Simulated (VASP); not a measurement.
Wanted: the native input for a VASP 6.6.1 run.

| Quantity | Value |
| --- | --- |
| Task | relaxation of cell and atoms |
| Functional | PBE |
| Potentials or basis | VASP PAW PBE potentials, release 64 (P) |
| Cutoff | 600 eV |
| k mesh | 4 × 4 × 4 |
| Occupations | gaussian, width 0.1 eV |
| Spin | no spin polarisation |
| Dipole correction | no |
| Further INCAR settings | ALGO = Normal; EDIFF = 1e-07; IBRION = 2; EDIFFG = -0.04; NSW = 90; ISIF = 3 |

The structure of P lies in POSCAR:

```
P
1.0
    0.0000000000      4.8070665269      2.7838085465
    3.2301367875      0.0000000000      2.7838085465
    3.2301367875      4.8070665269      0.0000000000
P
3
Direct
    0.3079300000      0.6920700000      0.6920700000
    0.6920700000      0.3079300000      0.3079300000
    0.8333300000      0.8333300000      0.1666700000
```

The cell was built by a generator and needn't be a form met in nature.

The cell isn't the ideal one: random cell with space group Fmm2 (No. 42).

These files were run (other wordings do the same):

INCAR

```
PREC = Accurate
ENCUT = 600
EDIFF = 1E-7
ISMEAR = 0
SIGMA = 0.1
LREAL = False
LASPH = True
NELM = 100
ALGO = Normal
ISIF = 3
LWAVE = False
LCHARG = False
GGA = PE
IBRION = 2
NSW = 90
EDIFFG = -0.04
```

KPOINTS

```
Automatic mesh
0
Gamma
  4 4 4
```

Potentials or basis: VASP PAW PBE potentials, release 64 (P).

The run is started by

```sh
$ cat potpaw_PBE.64/P/POTCAR > POTCAR
$ mpirun -np 1 vasp_std > vasp.out
```

Results of the run:

The relaxed volume is 17.50 Å³/atom, the relaxed cell is a = 3.953 Å, b = 4.311 Å, c = 4.444 Å, α = 53.65°, β = 61.46°, γ = 64.89° and the space group after relaxing (to 0.05 Å) is Fmm2 (No. 42). The energy gained by relaxing is 134.3 meV/atom, the ionic steps are 56 and the pressure after relaxing is 0.1 GPa. The largest force after relaxing is 0.038 eV/Å and the band gap on the k mesh is none (metal or under the smearing width).

Caveat: the k mesh is coarse (spacing up to 0.41 Å⁻¹), so the values aren't converged; the volume moved by over 15 % at a fixed basis, so the end points are rough.

Run time: 13 min on 1 thread of AMD EPYC 7R13 Processor (Zen 3), on a shared host, peak memory 0.25 GiB.
